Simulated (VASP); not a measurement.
# Ir in VASP: work function with PBE

Aim: the work function of Ir with PBE.

Program: VASP 6.6.1. These are calculated values, not measurements. Logs are shortened: lines on timing, memory, paths and dates and some standing lists are left out, and cuts for length are marked.

## Step 1: The structure

The cell holds a slab with vacuum, 4 atoms: a = 2.719 Å, b = 2.719 Å, c = 27.556 Å, α = 90.00°, β = 90.00°, γ = 120.00°.

The cell was built by a generator and needn't be a form met in nature.

## Step 2: Work function, PBE

INCAR reads:

```
SYSTEM = Ir
ALGO = Fast
DIPOL = 0.5 0.5 0.500
EDIFF = 1E-6
ENCUT = 520
GGA = PE
IDIPOL = 3
ISIF = 2
ISMEAR = 1
KPAR = 2
LASPH = .TRUE.
LCHARG = .TRUE.
LDIPOL = .TRUE.
LREAL = .FALSE.
LVACPOTAV = .TRUE.
LVHAR = .TRUE.
LWAVE = .FALSE.
NELM = 80
PREC = Accurate
SIGMA = 0.1
```

KPOINTS reads:

```
k-points
0
G
  14 14 1
  0 0 0
```

POSCAR reads:

```
Ir                                      
1.0
    2.7193470000      0.0000000000      0.0000000000
   -1.3596735000      2.3550235400      0.0000000000
    0.0000000000      0.0000000000     27.5564212900
  Ir            
     4
Direct
     0.0000000000000000    0.0000000000000000    0.3796977696233158
     0.6666669999999968    0.3333330000000032    0.4597202209608212
     0.3333340000000007    0.6666659999999993    0.5402797790391787
     0.0000000000000000    0.0000000000000000    0.6203022303766843
```

Potentials or basis: VASP PAW PBE potentials, release 64 (Ir).

Started as:

```console
$ cat potpaw_PBE.64/Ir/POTCAR > POTCAR
$ mpirun -np 2 vasp_std > vasp.out
```

OUTCAR:

```text
SYSTEM = Ir
   EDIFF = 1E-6
   ENCUT = 520
   GGA = PE
   ISIF = 2
   ISMEAR = 1
   LASPH = .TRUE.
   LREAL = .FALSE.
   NELM = 80
   PREC = Accurate

 ion  position               nearest neighbor table
   1  0.000  0.000  0.380-   2 2.71   2 2.71   2 2.71
   2  0.667  0.333  0.460-   1 2.71   1 2.71   1 2.71   3 2.72   3 2.72   3 2.72
   3  0.333  0.667  0.540-   4 2.71   4 2.71   4 2.71   2 2.72   2 2.72   2 2.72
   4  0.000  0.000  0.620-   3 2.71   3 2.71   3 2.71

  LATTYP: Found a hexagonal cell.
 ALAT       =     2.7193470000
 C/A-ratio  =    10.1334700169

  Lattice vectors:

 A1 = (   2.7193470000,   0.0000000000,   0.0000000000)
 A2 = (  -1.3596735000,   2.3550235400,   0.0000000000)
 A3 = (   0.0000000000,   0.0000000000,  27.5564212900)

Analysis of symmetry for initial positions (statically):
=====================================================================
 Subroutine PRICEL returns:
 Original cell was already a primitive cell.

 Routine SETGRP: Setting up the symmetry group for a
 hexagonal supercell.

 Subroutine GETGRP returns: Found 12 space group operations
 (whereof 12 operations were pure point group operations)
 out of a pool of 24 trial point group operations.

The static configuration has the point symmetry D_3d.

Analysis of symmetry for dynamics (positions and initial velocities):
=====================================================================
 Subroutine PRICEL returns:
 Original cell was already a primitive cell.

 Routine SETGRP: Setting up the symmetry group for a
 hexagonal supercell.

 Subroutine GETGRP returns: Found 12 space group operations
 (whereof 12 operations were pure point group operations)
 out of a pool of 24 trial point group operations.

The dynamic configuration has the point symmetry D_3d.

 Subroutine INISYM returns: Found 12 space group operations
 (whereof 12 operations are pure point group operations),
 and found     1 'primitive' translations

----------------------------------------------------------------------------------------

                                     Primitive cell

  volume of cell :     176.4748

  direct lattice vectors                    reciprocal lattice vectors
     2.719347000  0.000000000  0.000000000     0.367735342  0.212312103  0.000000000
    -1.359673500  2.355023540  0.000000000     0.000000000  0.424624206  0.000000000
     0.000000000  0.000000000 27.556421290     0.000000000  0.000000000  0.036289182

  length of vectors
     2.719347000  2.719346962 27.556421290     0.424624200  0.424624206  0.036289182

  position of ions in fractional coordinates (direct lattice)
     0.000000000  0.000000000  0.379697770
     0.666667000  0.333333000  0.459720221
     0.333334000  0.666666000  0.540279779
     0.000000000  0.000000000  0.620302230

  ion indices of the primitive-cell ions
   primitive index   ion index
                 1           1
                 2           2
                 3           3
                 4           4

----------------------------------------------------------------------------------------

 KPOINTS: k-points

Automatic generation of k-mesh.
 Grid dimensions read from file:
 generate k-points for:   14   14    1

 Generating k-lattice:

  Cartesian coordinates                     Fractional coordinates (reciprocal lattice)
     0.026266810  0.015165150  0.000000000     0.071428571 -0.000000000  0.000000000
     0.000000000  0.030330300  0.000000000     0.000000000  0.071428571  0.000000000
     0.000000000  0.000000000  0.036289182     0.000000000  0.000000000  1.000000000

  Length of vectors
     0.030330300  0.030330300  0.036289182

  Shift w.r.t. Gamma in fractional coordinates (k-lattice)
     0.000000000  0.000000000  0.000000000

 Subroutine IBZKPT returns following result:
 ===========================================

 Found     24 irreducible k-points:

 Following reciprocal coordinates:
            Coordinates               Weight
  0.000000  0.000000  0.000000      1.000000
  0.071429  0.000000  0.000000      6.000000
  0.142857  0.000000  0.000000      6.000000
  0.214286  0.000000  0.000000      6.000000
  0.285714  0.000000  0.000000      6.000000
  0.357143 -0.000000  0.000000      6.000000
[... 16 lines left out ...]
  0.285714  0.285714  0.000000      6.000000
  0.357143  0.285714  0.000000      6.000000
   k-points           NKPTS =     24   k-points in BZ     NKDIM =     24   number of bands    NBANDS=     22
   number of dos      NEDOS =    301   number of ions     NIONS =      4
   total plane-waves  NPLWV =  84000
   dimension x,y,z NGX =    20 NGY =   20 NGZ =  210
   dimension x,y,z NGXF=    40 NGYF=   40 NGZF=  420
   ions per type =               4
   NGX,Y,Z   is equivalent  to a cutoff of  12.23, 12.23, 12.67 a.u.
   NGXF,Y,Z  is equivalent  to a cutoff of  24.45, 24.45, 25.34 a.u.
 SYSTEM =  Ir
   PREC   = accura    normal or accurate (medium, high low for compatibility)
   ISTART =      0    job   : 0-new  1-cont  2-samecut
   ICHARG =      2    charge: 1-file 2-atom 10-const
   ISPIN  =      1    spin polarized calculation?
   LNONCOLLINEAR =      F non collinear calculations
   LSORBIT =      F    spin-orbit coupling
   LASPH  =      T    aspherical Exc in radial PAW
   ENCUT  =  520.0 eV  38.22 Ry    6.18 a.u.   5.06  5.06 51.24*2*pi/ulx,y,z
   NELM   =     80;   NELMIN=  2; NELMDL= -5     # of ELM steps
   EDIFF  = 0.1E-05   stopping-criterion for ELM
   LREAL  =      F    real-space projection
   EDIFFG = 0.1E-04   stopping-criterion for IOM
   NSW    =      0    number of steps for IOM
   IBRION =     -1    ionic relax: 0-MD 1-quasi-New 2-CG
   NFREE  =      0    steps in history (QN), initial steepest desc. (CG)
   ISIF   =      2    stress and relaxation
   ISYM   =      2    0-nonsym 1-usesym 2-fastsym
   POTIM  = 0.5000    time-step for ionic-motion
   TEBEG  =    0.0;   TEEND  =   0.0 temperature during run
   PSTRESS=    0.0 pullay stress
   NELECT =      36.0000    total number of electrons
   NUPDOWN=      -1.0000    fix difference up-down
   EMIN   =  10.00;   EMAX   =-10.00  energy-range for DOS
   EFERMI =   0.00;   METHOD = LEGACY
   ISMEAR =     1;   SIGMA  =   0.10  broadening in eV -4-tet -1-fermi 0-gaus
   EFERMI_NEDOS =   21; number of points for ismear=-14 and -15
   IALGO  =     68    algorithm
   IMIX   =      4    mixing-type and parameters
     AMIX     =   0.40;   BMIX     =  1.00
     AMIX_MAG =   1.60;   BMIX_MAG =  1.00
  volume/ion in A,a.u.               =      44.12       297.73
  Fermi-wavevector in a.u.,A,eV,Ry     =   0.963714  1.821155 12.636334  0.928744
  Thomas-Fermi vector in A             =   2.093283
   LORBIT       =      0    0 simple, 1 ext, 2 COOP (PROOUT), +10 PAW based schemes
   GGA     = PE    functional components
   LHFCALC =     F    Hartree Fock is set to
   AEXX    =    0.0000 exact exchange contribution
   IVDW    =     0    specifies the selected vdW correction
   LEPSILON=     F    determine dielectric tensor
   LRPA    =     F    only Hartree local field effects (RPA)
 non-spin polarized calculation
 RMM-DIIS sequential band-by-band and
 Methfessel and Paxton  Order N= 1 SIGMA  =   0.10
  energy-cutoff  :      520.00
  volume of cell :      176.47
 maximum number of plane-waves:      4797
   NGX = 11   NGY = 11   NGZ =103

 number of electron      35.9999998 magnetization

 dipolmoment           0.000000      0.000000      0.000000 electrons x Angstroem

 Free energy of the ion-electron system (eV)
  ---------------------------------------------------
  ext. energy  EPLUGINS =         0.00000000
  ---------------------------------------------------
  free energy    TOTEN  =       -33.61504870 eV

  energy without entropy =      -33.61641660  energy(sigma->0) =      -33.61550467

 E-fermi :  -0.4740     XC(G=0):  -5.2415

 val. band max:       -0.5395006691   @ k =   0.1429   0.0000   0.0000
 cond. band min:      -0.4670934580   @ k =   0.2143   0.0714   0.0000
 fundamental gap:      0.0724072111
 Fermi energy:        -0.4740204570

 k-point     1 :       0.0000    0.0000    0.0000
  band No.  band energies     occupation
      1     -10.8993      2.00000
      2      -9.4350      2.00000
      3      -8.2066      2.00000
      4      -8.1783      2.00000
      5      -4.4242      2.00000
      6      -4.2733      2.00000
[... 14 lines left out ...]
     21      -0.3436     -0.06918
     22      -0.2140     -0.00147

 k-point     2 :       0.0714    0.0000    0.0000
  band No.  band energies     occupation
      1     -10.7030      2.00000
      2      -9.2421      2.00000
      3      -8.0164      2.00000
      4      -7.9762      2.00000
      5      -4.5787      2.00000
      6      -4.5116      2.00000
[... 14 lines left out ...]
     21      -0.8860      2.00000
     22      -0.3424     -0.06865

 k-point     3 :       0.1429    0.0000    0.0000
  band No.  band energies     occupation
      1     -10.1467      2.00000
      2      -8.7141      2.00000
      3      -7.5132      2.00000
      4      -7.4207      2.00000
      5      -5.0819      2.00000
      6      -4.8345      2.00000
[... 14 lines left out ...]
     21      -0.5395      1.88619
     22      -0.3418     -0.06834
[... 476 lines left out ...]
 k-point    23 :       0.2857    0.2857    0.0000
  band No.  band energies     occupation
      1      -6.7819      2.00000
      2      -6.6649      2.00000
      3      -6.2664      2.00000
      4      -5.7480      2.00000
      5      -5.7341      2.00000
      6      -5.5095      2.00000
[... 14 lines left out ...]
     21       3.7670      0.00000
     22       4.6723      0.00000

 k-point    24 :       0.3571    0.2857    0.0000
  band No.  band energies     occupation
      1      -6.6896      2.00000
      2      -6.5067      2.00000
      3      -6.1941      2.00000
      4      -5.8445      2.00000
      5      -5.8145      2.00000
      6      -5.3628      2.00000
[... 14 lines left out ...]
     21       4.8756      0.00000
     22       4.9544      0.00000

------------------------ aborting loop because EDIFF is reached ----------------------------------------

  FORCE on cell =-STRESS in cart. coord.  units (eV):
  Direction    XX          YY          ZZ          XY          YZ          ZX
  --------------------------------------------------------------------------------------
  -------------------------------------------------------------------------------------
  Total       -1.9755745     -1.9755744     -0.0506711      0.0000000      0.0000000      0.0000000
  in kB      -17.9358222    -17.9358215     -0.4600318      0.0000000      0.0000000      0.0000000
  external PRESSURE =     -12.1105585 kB  Pullay stress =       0.0000000 kB

 VOLUME and BASIS-vectors are now :
 -----------------------------------------------------------------------------
  energy-cutoff  :      520.00
  volume of cell :      176.47
      direct lattice vectors                 reciprocal lattice vectors
     2.719347000  0.000000000  0.000000000     0.367735342  0.212312103  0.000000000
    -1.359673500  2.355023540  0.000000000     0.000000000  0.424624206  0.000000000
     0.000000000  0.000000000 27.556421290     0.000000000  0.000000000  0.036289182

 POSITION                                       TOTAL-FORCE (eV/Angst)
 -----------------------------------------------------------------------------------
      0.00000      0.00000     10.46311        -0.000000     -0.000000      0.002144
      1.35967      0.78501     12.66824         0.000000     -0.000000      0.001336
      0.00000      1.57001     14.88818        -0.000000      0.000000     -0.001336
      0.00000      0.00000     17.09331        -0.000000      0.000000     -0.002144
 -----------------------------------------------------------------------------------
    total drift:                               -0.000241      0.000139      0.000000

  FREE ENERGIE OF THE ION-ELECTRON SYSTEM (eV)
  ---------------------------------------------------
  free  energy   TOTEN  =       -33.6150487036 eV

  energy  without entropy=      -33.6164165994  energy(sigma->0) =      -33.61550467

 vacuum level on the upper side and lower side of the slab         5.071         5.071
```

Run time: 52 s. Hardware: 2 MPI ranks of AMD EPYC 9R45 (Zen 5), shared host; peak memory 0.28 GiB.

Results:

| Quantity | Value |
| --- | --- |
| Free energy | -33.6150 eV |
| Band gap on the k mesh | none (metal or under the smearing width) |
| Work function of the upper face | 5.54 eV |
| Work function of the lower face | 5.54 eV |

Forces in eV/Å, atoms in the order of the input:
```
Ir   0.000  0.000  0.002
Ir   0.000  0.000  0.001
Ir   0.000  0.000 -0.001
Ir   0.000  0.000 -0.002
```
